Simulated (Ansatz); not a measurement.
# SnO2 (Fm-3m) in Ansatz: band structure with r2SCAN

Aim: the band structure of SnO2 with r2SCAN.

All numbers are computed with Ansatz 0.2.0; they aren't measurements. Logs are shortened: lines on timing, memory, paths and dates and some standing lists are left out, and cuts for length are marked.

### Step 1. Starting point

The structure is cubic, space group Fm-3m (No. 225). Conventional cell: a = 5.148 Å, b = 5.148 Å, c = 5.148 Å, α = 90.00°, β = 90.00°, γ = 90.00°. Around Sn (site symmetry m-3m) lie 8 O at 2.23 Å. O (site symmetry -43m) is surrounded by 4 Sn at 2.23 Å.

Measurements of this composition are mostly on another form, of space group No. 136.

### Step 2. Band structure, r2SCAN, spin-orbit coupling, no magnetisation

Input file input.yaml:

```yaml
crystal:
  lattice:
    - [0.0, 2.57415, 2.57415]
    - [2.57415, 0.0, 2.57415]
    - [2.57415, 2.57415, 0.0]
  atoms:
    - { symbol: Sn, position: [0.0, 0.0, 0.0] }
    - { symbol: O, position: [0.75, 0.75, 0.75] }
    - { symbol: O, position: [0.25, 0.25, 0.25] }
hamiltonian:
  xc: r2scan
  pseudopotentials: { kind: paw_fr }
magnetization:
  noncollinear: true
  spin_orbit: true
kpoints:
  mp_grid: { grid: [7, 7, 7] }
  band_path:
    path:
      - [[0.0, 0.0, 0.0], [0.5, 0.0, 0.5], [0.5, 0.25, 0.75], [0.375, 0.375, 0.75], [0.0, 0.0, 0.0], [0.5, 0.5, 0.5], [0.625, 0.25, 0.625], [0.5, 0.25, 0.75], [0.5, 0.5, 0.5], [0.375, 0.375, 0.75]]
      - [[0.625, 0.25, 0.625], [0.5, 0.0, 0.5]]
    npoints: 14
scf:
  occupations: { method: fermi_dirac, width: 0.05 }
  n_extra_bands: 7
output:
  forces: true
  stress: true
  eigenvalues: true
  fatbands: true
```

Potentials or basis: Ansatz PAW.

The run is started by

```sh
ansatz run input.yaml --threads 2 --pin off --max-ram 5632MiB --backend cpu --events-out ev --progress --plain --runs-dir out
```

Log:

```text
Warning: RAYON_NUM_THREADS=2 ignored (pool sized by the plan → 2); use --threads N
scf.n_extra_bands = 7 over 26 filled bands (N_el = 26.0): the run solves 33 bands
Engine: ansatz 0.2.0, x86_64-unknown-linux-gnu
Pseudopotentials: kind: paw_fr
Pseudopotential: Sn, paw_fr, valence charge 14, recommended cutoff 500 eV (meta_gga), Sn.paw.azcp#standard-fr
Pseudopotential: O, paw_fr, valence charge 6, recommended cutoff 500 eV (meta_gga), O.paw.azcp#standard-fr
Functional definition: r2SCAN
  parameter k0 = 0.174
  parameter k1 = 0.065
  parameter a1 = 4.9479
  exchange = r2scan_x(k0 = k0, k1 = k1, a1 = a1)
  correlation = r2scan_c
non-collinear run that drives no moment, with spin-orbit: no starting moment large enough to seed its density (crystal.atoms[].spin), no starting occupations that ask for one, no magnetisation constraint and no magnetic field, so the semilocal B_xc is pinned to zero
Crystal: 3 atoms, lattice volume = 34.114 Å³
Basis set: ecut = 500 eV, 893 PW (Γ), exchange–correlation on 108×108×108 points (64 copies of the dense FFT grid, shifted against one another)
Bands: 33, of which v1, the nominal top of the filled ones, is band 26 counted from 1 (25 counted from 0)
Symmetry: 48 space group operations + 48 with time reversal
Magnetic group: BNS 225.117 (UNI 1619), of the structure as read, at distance tolerance 3.2e-5 Å
k-points: 20 of 343
Projection manifold: j_resolved (fully-relativistic pseudo-atomic orbitals)
Non-local potential: Sn, projectors of the file, l = 0: 2, l = 1: 4, l = 2: 4, l = 3: 4
Non-local potential: O, projectors of the file, l = 0: 2, l = 1: 4, l = 2: 2
PAW form: soft (Blöchl's): semilocal exchange-correlation on the pseudo side does not see the compensation charge
PAW frozen core: Sn, regenerated for the run's functional (the file was generated under x = pbe(κ = 0.804, μ = 0.2195149727645171), c = pbe(β = 0.06672455060314922))
PAW frozen core: O, regenerated for the run's functional (the file was generated under x = pbe(κ = 0.804, μ = 0.2195149727645171), c = pbe(β = 0.06672455060314922))
PAW one-centre angular grid: Sn, 590 points (default); XC on 273 of its mesh's 2787 points in the sphere
PAW one-centre angular grid: O, 302 points (default); XC on 160 Gauss nodes
Initial density: superposition of atomic densities (chi_scale 0.1, normalization cell, long waves kept (reshape's long-wave potential 0.00 eV rms))
Initial wavefunctions: pseudopotential atomic-orbital guess
Functional: x = r2scan, c = r2scan; τ floored in thin density (d = 2e-4 eV/Å³)
SCF iter   1: F=—  HF=-7165.244421 eV  |F-HF|=—  |Δ(HF+E_count)|=         —  Δρ=8.61e-2  dr2=1.95e0  dr2_τ=6.05e-2  dr2_m=0.00e0 (ungated)  ethr=3.10e-3  |M|=0.00e0 ∫|m|=0.00e0 μB  |m|>n=0.0e0 m-floor=0.0e0 τ_xc=0.0e0  β_m=0.30  ⟨swp⟩=7.7  Hψ=3453  notcnv=0  defer=1
preconditioner: auto → none  [insulator: Δε(μ)=0.830 eV  Ē_g=20.712 eV  σ=0.050 eV  W_gap=1.00  n_scr=14 (ndim 8)  ℏωp=32.4 eV  f_vac=0.000  D(μ)=0.00/eV (n_scr^D=0)  ε∞_Penn≈3.4]
SCF iter   2: F=—  HF=-7165.020376 eV  |F-HF|=—  |Δ(HF+E_count)|=   2.24e-1  Δρ=5.06e-2  dr2=4.90e-1  dr2_τ=7.34e-3  dr2_m=0.00e0 (ungated)  ethr=3.10e-3  |M|=0.00e0 ∫|m|=0.00e0 μB  |m|>n=0.0e0 m-floor=0.0e0 τ_xc=0.0e0  β_m=0.43  ⟨swp⟩=2.0  Hψ=1175  notcnv=0  defer=56
SCF iter   3: F=—  HF=-7165.035126 eV  |F-HF|=—  |Δ(HF+E_count)|=   1.48e-2  Δρ=1.75e-2  dr2=6.20e-2  dr2_τ=1.71e-3  dr2_m=0.00e0 (ungated)  ethr=1.88e-3  |M|=0.00e0 ∫|m|=0.00e0 μB  |m|>n=0.0e0 m-floor=0.0e0 τ_xc=0.0e0  β_m=0.50  ⟨swp⟩=3.0  Hψ=1158  notcnv=0  defer=56
SCF iter   4: F=—  HF=-7165.034397 eV  |F-HF|=—  |Δ(HF+E_count)|=   7.30e-4  Δρ=2.71e-3  dr2=1.12e-3  dr2_τ=5.11e-5  dr2_m=0.00e0 (ungated)  ethr=2.38e-4  |M|=0.00e0 ∫|m|=0.00e0 μB  |m|>n=0.0e0 m-floor=0.0e0 τ_xc=0.0e0  β_m=0.55  ⟨swp⟩=2.8  Hψ=984  notcnv=0  defer=56
SCF iter   5: F=—  HF=-7165.034294 eV  |F-HF|=—  |Δ(HF+E_count)|=   1.03e-4  Δρ=2.97e-4  dr2=8.06e-6  dr2_τ=9.16e-7  dr2_m=0.00e0 (ungated)  ethr=4.30e-6  |M|=0.00e0 ∫|m|=0.00e0 μB  |m|>n=0.0e0 m-floor=0.0e0 τ_xc=0.0e0  β_m=0.74  ⟨swp⟩=3.0  Hψ=1114  notcnv=0  defer=56
SCF iter   6: F=—  HF=-7165.034308 eV  |F-HF|=—  |Δ(HF+E_count)|=   1.45e-5  Δρ=4.82e-5  dr2=4.05e-7  dr2_τ=1.96e-8  dr2_m=0.00e0 (ungated)  ethr=3.10e-8  |M|=0.00e0 ∫|m|=0.00e0 μB  |m|>n=0.0e0 m-floor=0.0e0 τ_xc=0.0e0  β_m=0.75  ⟨swp⟩=2.4  Hψ=1098  notcnv=0  defer=56
SCF iter   7: F=-7165.034309 eV  HF=-7165.034309 eV  |F-HF|=1.04e-9  |Δ(HF+E_count)|=   1.10e-7  Δρ=6.62e-6  dr2=1.05e-8  dr2_τ=1.76e-10  dr2_m=0.00e0 (ungated)  ethr=3.85e-10  |M|=0.00e0 ∫|m|=0.00e0 μB  |m|>n=0.0e0 m-floor=0.0e0 τ_xc=0.0e0  ⟨swp⟩=10.4  Hψ=3068  notcnv=0
SCF 1 converged in 7 iterations: F = -7165.034309 eV  dr2 = 1.05e-8
NSCF: frozen V_eff on 142 k-points
SCF converged after 7 iterations
Magnetization: |M| = 0.0000 μB,  M = (+0.0000, +0.0000, +0.0000) μB
Absolute magnetization: 0.0000 μB (∫|m|)
  site 0: m = (+0.0000, +0.0000, +0.0000) μB, |m| = 0.0000 μB  (R = 0.92 Å)
  site 1: m = (+0.0000, +0.0000, +0.0000) μB, |m| = 0.0000 μB  (R = 0.92 Å)
  site 2: m = (+0.0000, +0.0000, +0.0000) μB, |m| = 0.0000 μB  (R = 0.92 Å)
Free energy (F): -7165.034309 eV
Harris-Foulkes:  -7165.034309 eV  (|F-HF|=1.04e-9)
Internal energy: -7165.034088 eV  (E = F + TS)
E sigma→0 (E₀):  -7165.034198 eV
Entropy (-TS):   -0.000220 eV (-0.073 meV/atom)
Fermi energy:    10.798726 eV
--- Per-component energies (eV) ---
  E_band       = -46.825570
  E_kinetic    = 541.133122
  E_local      = -1230.865405  (includes V_loc(G=0)·N_el)
  E_nonlocal   = 65.332110
  E_hartree    = 662.902765
  E_xc         = -517.912265
  E_vxc        = -310.882250  (∫ρ·V_xc dr)
  E_paw        = -4481.380193  (= ΣΔE_a)
  E_vpaw       = -456.784526  (= ΣTr[D̂ρ^β])
  E_aug_tail   = 0.002161  (compensation charges beyond the density's cutoff)
  E_vtau       = 19.432697  (kinetic-family band-sum trace: ∫τ·v_τ [+ j·A + Jᵃ·Aᵃ] dr)
  E_ewald      = -2204.928113
  E_core_change = 0.681731  (= ΣΔE_core)
  E_smearing   = -0.000220  (= −TS)
  E_closure    = -0.000000  (closes the sum)
  Σ components = -7165.034309   (vs F -7165.034309, Δ=0.00e0)
--- Forces (eV/Å), atoms counted from 1 ---
  atom   1  Sn     0.00000000    -0.00000000    -0.00000000
  atom   2  O      0.00000000     0.00000000     0.00000000
  atom   3  O     -0.00000000     0.00000000    -0.00000000
  max |Σ_I F_I| component: 4.63e-18 eV/Å
--- Stress (GPa, compression-positive) ---
       -9.713592       0.000000       0.000000
        0.000000      -9.713592       0.000000
       -0.000000       0.000000      -9.713592
  P = ⅓ Tr σ = -9.7136 GPa (-97.136 kbar)
--- Band table (eV; the first three rows and the last of 20) ---
  k-point 0: bands = ["-11.1962", "-11.1962", "-11.1962", "-11.1962", "-10.2173", "-10.2173", "-10.1357", "-10.1357", "-10.1357", "-10.1357", "-9.6747", "-9.6747", "-6.1502", "-6.1502", "7.6996", "7.6996", "7.6996", "7.6996", "7.7114", "7.7114", "9.1525", "9.1525", "9.2811", "9.2811", "9.2811", "9.2811", "10.9318", "10.9318", "17.7753", "17.7753", "18.5258", "18.5258", "18.5258"]
  k-point 1: bands = ["-11.2200", "-11.2200", "-11.1934", "-11.1934", "-10.2493", "-10.2493", "-10.1576", "-10.1576", "-10.1251", "-10.1251", "-9.4712", "-9.4712", "-6.1378", "-6.1378", "7.0279", "7.0279", "7.6103", "7.6103", "7.6233", "7.6233", "8.2050", "8.2050", "9.0675", "9.0675", "9.1355", "9.1355", "12.5215", "12.5215", "17.9018", "17.9018", "18.6605", "18.6605", "19.0174"]
  k-point 2: bands = ["-11.3005", "-11.3005", "-11.1878", "-11.1878", "-10.3422", "-10.3422", "-10.1734", "-10.1734", "-10.1002", "-10.1002", "-8.8483", "-8.8483", "-6.2871", "-6.2871", "5.6911", "5.6911", "7.3738", "7.3738", "7.4283", "7.4283", "7.4762", "7.4762", "8.7784", "8.7784", "8.8053", "8.8053", "14.4214", "14.4214", "18.1905", "18.1905", "19.7689", "19.7689", "20.2704"]
  k-point 19: bands = ["-11.3603", "-11.3603", "-11.2242", "-11.2242", "-10.4393", "-10.4393", "-10.2365", "-10.2365", "-10.0967", "-10.0967", "-7.2008", "-7.2008", "-6.9069", "-6.9069", "2.8335", "2.8335", "4.9297", "4.9297", "6.9019", "6.9019", "8.0909", "8.0909", "10.1524", "10.1524", "10.4647", "10.4647", "15.2926", "15.2926", "20.0830", "20.0830", "20.3456", "20.3456", "21.4764"]
```

Run time: 32 s. Hardware: 2 threads of Intel Xeon Platinum 8259CL at 2.50GHz (Skylake/Cascade Lake), shared host; peak memory 0.6 GiB.

What came out:

```
Free energy             : -7165.0343 eV
Pressure                : -9.7 GPa
Band gap on the k mesh  : 0.45 eV, indirect (least direct gap 1.65 eV)
Band gap along the path : 0.36 eV, indirect (least direct gap 1.65 eV)
```

Levels at the corners of the path, in eV from the valence-band top:
```csv
point,band 24,band 25,band 26,band 27,band 28,band 29
Γ,-1.29,-1.29,-1.29,0.36,0.36,7.20
X,-0.18,-0.09,-0.09,3.60,3.60,7.61
W,-0.28,0.00,0.00,4.73,4.73,9.57
K,-0.70,-0.14,-0.14,4.49,4.49,9.10
Γ,-1.29,-1.29,-1.29,0.36,0.36,7.20
L,-2.08,-2.06,-2.06,5.06,5.06,8.38
U,-0.70,-0.14,-0.14,4.49,4.49,9.10
W,-0.28,0.00,0.00,4.73,4.73,9.57
L,-2.08,-2.06,-2.06,5.06,5.06,8.38
K,-0.70,-0.14,-0.14,4.49,4.49,9.10
U,-0.70,-0.14,-0.14,4.49,4.49,9.10
X,-0.18,-0.09,-0.09,3.60,3.60,7.61
```

Caveat: the k mesh misses the band edges, so the gap on the mesh is wider than the one along the path; the PAW data sets come from PBE, with cores solved anew for the run's functional, which leaves a small shift of forces and pressure. r2SCAN opens gaps a little over a GGA but as a rule still falls short of measured ones.
